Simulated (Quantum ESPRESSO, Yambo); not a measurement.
# Quasiparticle gap of ZnSe (Stilleite) in Yambo, part 2 of 3

How does a plane-wave GW calculation on ZnSe (Stilleite) run from the first input to the gap?

Quantum ESPRESSO 7.5 and Yambo 5.3.0; PBE and many-body steps on it, plane waves. Known limits of the many-body steps: not at the basis limit; no spin-orbit coupling; coarse k mesh.

So far. Step 2 (Ground state): The gap is direct, at Γ. Step 3 (Bands along the symmetry lines): The gap is 1.291 eV, as in the run before at this level.

**4. Empty states on the mesh, 4×4×4 mesh, 125 bands**

Level of this step: DFT, PBE, plane waves, norm-conserving pseudopotentials (Quantum ESPRESSO).

The sums over transitions need many empty states on a uniform mesh; this step solves for them.

pw.in reads:

```
&control
  calculation = 'nscf'
  prefix = 'x'
  outdir = 'o'
  pseudo_dir = 'pseudo'
/
&system
  ibrav = 0
  nat = 2
  ntyp = 2
  ecutwfc = 104.0
  nbnd = 125
  force_symmorphic = .true.
/
&electrons
  conv_thr = 1e-9
  electron_maxstep = 80
  diago_full_acc = .true.
  diago_thr_init = 5e-6
/
ATOMIC_SPECIES
  Zn 65.38 Zn.upf
  Se 78.971 Se.upf
CELL_PARAMETERS angstrom
  -0.0000000000 2.8338000000 2.8338000000
  2.8338000000 -0.0000000000 2.8338000000
  2.8338000000 2.8338000000 0.0000000000
ATOMIC_POSITIONS crystal
  Zn 0.0000000000 0.0000000000 0.0000000000
  Se 0.2500000000 0.2500000000 0.2500000000
K_POINTS automatic
  4 4 4 0 0 0
```

Launch:

```
$ OMP_NUM_THREADS=1 mpirun -n 4 pw.x -nk 4 -in pw.in > pw.out
```

The log of the run:

```text
[banner, memory and clock lines left out]
Program PWSCF v.7.5 starts

     Atomic positions and unit cell read from directory:
     o/x.save/

     Message from routine setup:
     using ibrav=0 with symmetry is DISCOURAGED, use correct ibrav instead

     G-vector sticks info

     bravais-lattice index     =            0
     lattice parameter (alat)  =       7.5733  a.u.
     unit-cell volume          =     307.1384 (a.u.)^3
     number of atoms/cell      =            2
     number of atomic types    =            2
     number of electrons       =        44.00
     number of Kohn-Sham states=          125
     kinetic-energy cutoff     =     104.0000  Ry
     charge density cutoff     =     416.0000  Ry
     Exchange-correlation= PBE
                           (   1   4   3   4   0   0   0)

     celldm(1)=   7.573263  celldm(2)=   0.000000  celldm(3)=   0.000000
     celldm(4)=   0.000000  celldm(5)=   0.000000  celldm(6)=   0.000000

     crystal axes: (cart. coord. in units of alat)
               a(1) = (  -0.000000   0.707107   0.707107 )
               a(2) = (   0.707107  -0.000000   0.707107 )
               a(3) = (   0.707107   0.707107   0.000000 )

     reciprocal axes: (cart. coord. in units 2 pi/alat)
               b(1) = ( -0.707107  0.707107  0.707107 )
               b(2) = (  0.707107 -0.707107  0.707107 )
               b(3) = (  0.707107  0.707107 -0.707107 )
     Pseudo is Norm-conserving + core correction, Zval = 20.0
     Generated using ONCVPSP code by D. R. Hamann
     Using radial grid of 1326 points,  6 beta functions with:
     Pseudo is Norm-conserving + core correction, Zval = 24.0
     Generated using ONCVPSP code by D. R. Hamann
     Using radial grid of 1214 points,  6 beta functions with:
     Zn               20.00    65.38000     Zn( 1.00)
     Se               24.00    78.97100     Se( 1.00)

     24 Sym. Ops. (no inversion) found

   Cartesian axes

     site n.     atom                  positions (alat units)
         1        Zn     tau(   1) = (   0.0000000   0.0000000   0.0000000  )
         2        Se     tau(   2) = (   0.3535534   0.3535534   0.3535534  )

     number of k points=     8
                       cart. coord. in units 2pi/alat
        k(    1) = (   0.0000000   0.0000000   0.0000000), wk =   0.0312500
        k(    2) = (   0.1767767   0.1767767  -0.1767767), wk =   0.2500000
        k(    3) = (  -0.3535534  -0.3535534   0.3535534), wk =   0.1250000
[...]
k(    7) = (  -0.7071068   0.0000000   0.0000000), wk =   0.0937500
        k(    8) = (  -0.7071068   0.3535534   0.0000000), wk =   0.1875000

     Dense  grid:    44039 G-vectors     FFT dimensions: (  50,  50,  50)

     The potential is recalculated from file :
     o/x.save/charge-density

     Starting wfcs are   23 randomized atomic wfcs +  102 random wfcs

     Band Structure Calculation

     End of band structure calculation

          k = 0.0000 0.0000 0.0000 (  5577 PWs)   bands (ev):

  -198.4430-137.9212-137.9212-137.9212-116.4660 -70.6256 -70.6256 -70.6256
   -38.0966 -38.0966 -38.0966 -38.0925 -38.0925  -4.4790   2.2368   2.2368
     2.2368   2.6048   2.6048   8.7791   8.7791   8.7791  10.0703  14.5929
    14.5929  14.5929  18.7189  20.2713  20.2713  21.8455  21.8455  21.8455
[...]
[... 4 further rows ...]
[...]
96.4518  96.4518  96.9087  96.9087  96.9087

          k = 0.1768 0.1768-0.1768 (  5492 PWs)   bands (ev):

  -198.4430-137.9212-137.9212-137.9212-116.4660 -70.6257 -70.6257 -70.6257
[...]
[... 4 further rows ...]
[...]
99.6908 100.1928 100.4579 100.4579 101.6949

          k =-0.3536-0.3536 0.3536 (  5480 PWs)   bands (ev):

  -198.4430-137.9212-137.9212-137.9212-116.4660 -70.6257 -70.6257 -70.6257
[...]
66.8190  66.8190  66.8650  68.6406  68.6406  68.7404  68.8674  68.8674
     [... 4 further rows ...]
    95.5763  95.5763  96.3390  96.3390  96.7881  96.7946  96.8405  96.8405
    98.0513  98.0513  98.0984 100.6297 100.6297

          k = 0.3536 0.0000 0.0000 (  5457 PWs)   bands (ev):

     [... further k-points ...]

     highest occupied, lowest unoccupied level (ev):     8.7791   10.0703

     XML data file, pseudopotentials, collected wavefunctions
```

Wall time 12 s (4 MPI ranks of Arm Neoverse V1, shared host); peak memory 0.45 GiB.

Numbers from this step:

```yaml
gap: 1.291 eV
k_of_the_valence_top: 0, 0, 0
k_of_the_conduction_bottom: 0, 0, 0
least_direct_gap: 1.291 eV
k_points_computed: 8
lowest_point_of_the_top_converged_band_above_the_valence_top: 88.1296 eV
```

On this mesh the gap is 1.291 eV.

**5. Conversion and set-up**

This step: Yambo 5.3.0; conversion and set-up on PBE, plane waves, norm-conserving pseudopotentials.

The states are converted to the many-body program's format and the q mesh is built.

Launch:

```
$ (cd o/x.save; p2y > p2y.log; mv SAVE ../..); yambo > setup.log
```

The log of the run:

```text
 Yambo, version 5.3.0

 [02] CORE Variables Setup
 =========================

  [02.01] Unit cells
  ==================

  Cell kind             :  FCC
  Atoms in the cell     :  Zn  Se
  number of Zn atoms    :  1
  number of Se atoms    :  1

  List of atomic masses
  Mass of Zn    :  65.38000
  Mass of Se    :  78.97100

  List of atomic coordinates    : [cc]
  Zn1       :  0.000000  0.000000  0.000000  order 1
  Se1       :  2.677553  2.677553  2.677553  order 2

  Alat factors          :  5.355106  5.355106  5.355106 [a.u.]
  Direct lattice volume :  307.1384 [a.u.]
  Direct lattice vectors:  A[ 1 ]  A[ 2 ]  A[ 3 ]
   A[ 1 ]: -0.000000  1.000000  1.000000  [iru]
  -0.000000  5.355106  5.355106  [cc]
   A[ 2 ]:  1.000000 -0.000000  1.000000  [iru]
   5.355106 -0.000000  5.355106  [cc]
   A[ 3 ]:  1.000000  1.000000  0.000000  [iru]
   5.355106  5.355106  0.000000  [cc]

  Recip. lattice volume :  0.807617 [a.u.]
  Recip. lattice vectors:  B[ 1 ]  B[ 2 ]  B[ 3 ]
   B[ 1 ]: -0.500000  0.500000  0.500000  [iku]
  -0.586654  0.586654  0.586654  [cc]
   B[ 2 ]:  0.500000 -0.500000  0.500000  [iku]
   0.586654 -0.586654  0.586654  [cc]
   B[ 3 ]:  0.500000  0.500000 -0.500000  [iku]
   0.586654  0.586654 -0.586654  [cc]

  [02.02] Symmetries
  ==================

  Inversion symmetry    : yes
  Spatial inversion     : no
  Inversion index       :  25
  K-space Time-reversal : yes
  Magnetic symmetries   : no
  Time-reversal derived K-space symmetries:   25   48
  Group table correct   : yes
  Symmetries units      :  [cc]

   [S  1]:   1.0000      0.12943E-16  0.12943E-16  0.12943E-16   1.0000     -0.12943E-16 -0.12943E-16 -0.12943E-16   1.0000
   [S  2]:  -1.0000     -0.12943E-16  0.12943E-16 -0.12943E-16  -1.0000     -0.12943E-16  0.12943E-16  0.12943E-16   1.0000
   [S  3]:  -1.0000      0.12943E-16 -0.12943E-16 -0.12943E-16   1.0000      0.12943E-16  0.12943E-16 -0.12943E-16  -1.0000
[...]
[S  9]:  0.12943E-16   1.0000      0.12943E-16 -0.12943E-16  0.12943E-16   1.0000       1.0000     -0.12943E-16 -0.12943E-16
   [S 10]:  0.12943E-16  -1.0000     -0.12943E-16 -0.12943E-16 -0.12943E-16  -1.0000       1.0000      0.12943E-16  0.12943E-16
     [... 36 further rows ...]
   [S*47]:   1.0000      0.12943E-16 -0.12943E-16  0.12943E-16 -0.12943E-16  -1.0000     -0.12943E-16   1.0000      0.12943E-16
   [S*48]:   1.0000     -0.12943E-16  0.12943E-16  0.12943E-16  0.12943E-16   1.0000     -0.12943E-16  -1.0000     -0.12943E-16

  [02.03] Reciprocal space
  ========================

  nG shells         :   406
  nG charge         :   44039
  nG WFs            :   6589
  nC WFs            :   5577
  G-vecs. in first 40 shells:  [ Number ]
     1    9   15   27   51   59   65   89  113
    137   169   181   229   259   283   307   331   339
    387   411   459   531   537   561   609   645   701
[...]
1139  1211  1243  1291
  ...
[...]
K/Q-points units:
  rlu = crystal or reduced units; cc = cartesian coordinates; iku = interal k-units

  K [1]          [rlu]:  0.000000  0.000000  0.000000
         WF components:   5577
  K [2]          [rlu]:  0.33641E-17  0.33641E-17  0.25000
         WF components:   5492
  K [3]          [rlu]: -0.67283E-17 -0.67283E-17 -0.50000
         WF components:   5480
  K [4]          [rlu]: -0.60307E-17  0.25000      0.25000
         WF components:   5457
  K [5]          [rlu]: -0.10092E-16  0.25000     -0.50000
         WF components:   5486
  [... 2 further k-points ...]
  K [8]          [rlu]:  0.250000 -0.500000 -0.250000
         WF components:   5520

  [02.05] Energies & Occupations
  ==============================

  [X] === General ===
  [X] Electronic Temperature                        :  0.000000  0.000000 [eV K]
  [X] Bosonic    Temperature                        :  0.000000  0.000000 [eV K]
  [X] Finite Temperature mode                       : no
  [X] El. density                                   :  0.96675E+24 [cm-3]
  [X] Fermi Level                                   :  8.779089 [eV]

  [X] === Gaps and Widths ===
  [X] Conduction Band Min                           :  1.291205 [eV]
  [X] Valence Band Max                              :  0.000000 [eV]
  [X] Filled Bands                                  :  22
  [X] Empty Bands                                   :   23  125
  [X] Direct Gap                                    :  1.291205 [eV]
  [X] Direct Gap localized at k                     :  1
  [X] Indirect Gap                                  :  1.291205 [eV]
  [X] Indirect Gap between kpts                     :  1  1
  [X] Last valence band width                       :  2.657666 [eV]
  [X] 1st conduction band width                     :  4.197883 [eV]

  E @ K [1]:  [eV]
  -207.2221 -146.7002 -146.7002 -146.7002 -125.2451  -79.4047  -79.4047  -79.4047
  -46.87564 -46.87564 -46.87564 -46.87154 -46.87154 -13.25808  -6.54231  -6.54231
   -6.54231     -6.17424     -6.17424    -0.472710E-8 -0.344398E-8   0.00000      1.29120      5.81377
[...]
occ @ K [1]
[...]
E @ K [2]:  [eV]
[...]
occ @ K [2]
[...]
E @ K [3]:  [eV]
[...]
occ @ K [3]
[...]
E @ K [4]:  [eV]
[...]
occ @ K [4]
[...]
E @ K [5]:  [eV]
[...]
occ @ K [5]
[...]
[... 2 further k-points ...]
  E @ K [8]:  [eV]
[...]
occ @ K [8]
[...]
0.000000  0.000000  0.000000  0.000000  0.000000  0.000000  0.000000  0.000000
   0.000000  0.000000  0.000000  0.000000  0.000000  0.000000  0.000000  0.000000

 [03] Transferred momenta grid and indexing
 ==========================================

 IBZ Q-points                                      :   8
 BZ  Q-points                                      :   64

 K/Q-points units:
 rlu = crystal or reduced units; cc = cartesian coordinates; iku = interal k-units

 Q [1]          [rlu]:  0.000000  0.000000  0.000000
 Q [2]          [rlu]:  0.33641E-17  0.33641E-17  0.25000
 Q [3]          [rlu]: -0.67283E-17 -0.67283E-17 -0.50000
[...]
Q [7]          [rlu]:  0.12061E-16 -0.50000     -0.50000
 Q [8]          [rlu]:  0.250000 -0.500000 -0.250000

  [03.01] X indexes
  =================

   [03.01.01] Sigma indexes
   ========================

 [06] Game Over & Game summary
```

Wall time 3.1 s (1 MPI rank); peak memory 0.26 GiB.

(Part 2 of 3 ends here.)

[Paths, hosts, dates, memory and timing lines, banners, echoed tables and standing remarks are left out of the program output.]

[Logs are printed without paths, hosts, clocks, repeated set-up lines and the standing remarks that a program may print on its own settings, such as how far it seeks lower states.]

[Runs of the session that timed out or met a known fault of the program may be left out.]

[Hosts, paths, dates, database ids (printed as entryN), source tags and the programs' standing remarks are cut or masked in the printed files.]
